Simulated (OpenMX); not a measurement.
Au: equation of state with LDA

**What was measured.**

From “Exploring toroidal anvil profiles for larger sample volumes above 4 Mbar”, 2024, pmc:11102561, for a bulk crystal of Au: bulk modulus 167 GPa.

Au:

```
CELL_PARAMETERS angstrom
0.00000 2.03500 2.03500
2.03500 0.00000 2.03500
2.03500 2.03500 0.00000
ATOMIC_POSITIONS crystal
Au 0.00000 0.00000 0.00000
```

```json
{
  "Program": "OpenMX 3.8.5",
  "Task": "equation of state",
  "Functional": "LDA",
  "Potentials or basis": "OpenMX 2013 LDA set, Au7.0-s3p2d2f1, fixed grid of 28 × 28 × 28 points",
  "k mesh": "11 × 11 × 11",
  "Occupations": "fermi-dirac, width 0.05 eV",
  "Spin": "no spin polarisation"
}
```

The equilibrium volume is 16.77 Å³/atom, the bulk modulus is 198 GPa and the pressure derivative of the bulk modulus is 5.3.

Energy against volume, from the lowest point:
| volume (Å³/atom) | energy (meV/atom) |
| --- | --- |
| 15.843 | 35.63 |
| 16.181 | 13.71 |
| 16.518 | 2.33 |
| 16.855 | 0.00 |
| 17.192 | 6.03 |
| 17.529 | 19.16 |
| 17.866 | 38.50 |

Against the measured bulk modulus of Au, 167 GPa (quoted in “Exploring toroidal anvil profiles for larger sample volumes above 4 Mbar”, 2024, pmc:11102561), the calculated 198 GPa is off by +18.7 %. The fit is for a static lattice scaled at fixed shape and fixed fractional positions.

Caveat: volumes in these bases differ from converged ones by about 1 %, for some elements by several; the basis of atomic orbitals isn't converged, which shifts pressures, moduli and gaps. Spin-orbit coupling is left out, which matters for the levels of Au.
